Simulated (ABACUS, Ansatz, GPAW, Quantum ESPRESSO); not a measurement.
# The bulk modulus of Nb, sorted by core time

**What was measured.** The bulk modulus of Nb (Im-3m) is reported as 169 GPa (arxiv:1910.08312). The runs below try to reproduce it.

Symmetry: Im-3m, No. 229, cubic system. The conventional cell has a = 3.328 Å, b = 3.328 Å, c = 3.328 Å, α = 90.00°, β = 90.00°, γ = 90.00°. Nb (site symmetry m-3m) is surrounded by 8 Nb at 2.88 Å.

```csv
rung,level,program and potentials,cutoff (eV),k mesh,smearing,core time,chip,bulk modulus (GPa),miss,notes
GGA,PBE,"Ansatz, Ansatz PAW (earlier soft set)",420,11 × 11 × 11,fermi-dirac 0.05,4.4 s,Intel Xeon,171.4,+1.4 %,-
GGA,RPBE,"ABACUS, SG15 ONCV 1.2 PBE, plane waves",1116,9 × 9 × 9,fermi-dirac 0.05,26 s,Intel Xeon Platinum 8488C Sapphire Rapids,164.1,-2.9 %,potentials made for PBE; fit through 4 volumes
GGA,PBE,"ABACUS, PseudoDojo NC SR 0.4.1 PBE standard, plane waves",1116,9 × 9 × 9,fermi-dirac 0.05,42 s,Intel Xeon Platinum 8488C Sapphire Rapids,170.4,+0.8 %,fit through 4 volumes
GGA,PBE,"ABACUS, PseudoDojo NC SR 0.4.1 PBE standard, plane waves",1116,11 × 11 × 11,fermi-dirac 0.05,48 s,Intel Xeon Platinum 8559C Emerald Rapids,171.2,+1.3 %,-
GGA,PBE,"GPAW, GPAW PAW data sets (gpaw-data 1.2.1), other valence",600,11 × 11 × 11,fermi-dirac 0.05,83 s,Arm Neoverse V1,176.2,+4.3 %,-
GGA,PBEsol,"GPAW, PAW data sets generated for this functional",600,11 × 11 × 11,fermi-dirac 0.05,83 s,Arm Neoverse V1,181.4,+7.3 %,-
non-local van der Waals functional,rev-vdW-DF2,"Quantum ESPRESSO, PseudoDojo 0.4.1 SR PBE standard",1116,11 × 11 × 11,fermi-dirac 0.05,7.2 min,Arm Neoverse V2,173.3,+2.5 %,potentials made for PBE
```

Times are single runs on shared hosts and different chips, so they are rough; meshes, cutoffs and the tasks' sizes weigh on the time. Task: equation of state. All rows: no spin polarisation. Smearing widths are in eV. The cell comes from a database and isn't always the measured one. For a metal such meshes aren't converged. Meshes differ between rows, which moves values too. Meshes are those of the run's cell of 1 atom unless a note names another. Misses use the values as printed. Runs on faulty files, with rough fits or with known faults for this quantity aren't shown. No row holds spin-orbit coupling.

By rung: GGA 164.1 to 181.4; non-local van der Waals functional 173.3 (GPa). Measured: 169 GPa (arxiv:1910.08312). Closest is PBE with ABACUS, PseudoDojo NC SR 0.4.1 PBE standard, plane waves (+0.8 %). The runs are for a static lattice, while measurements hold temperature and zero-point motion.
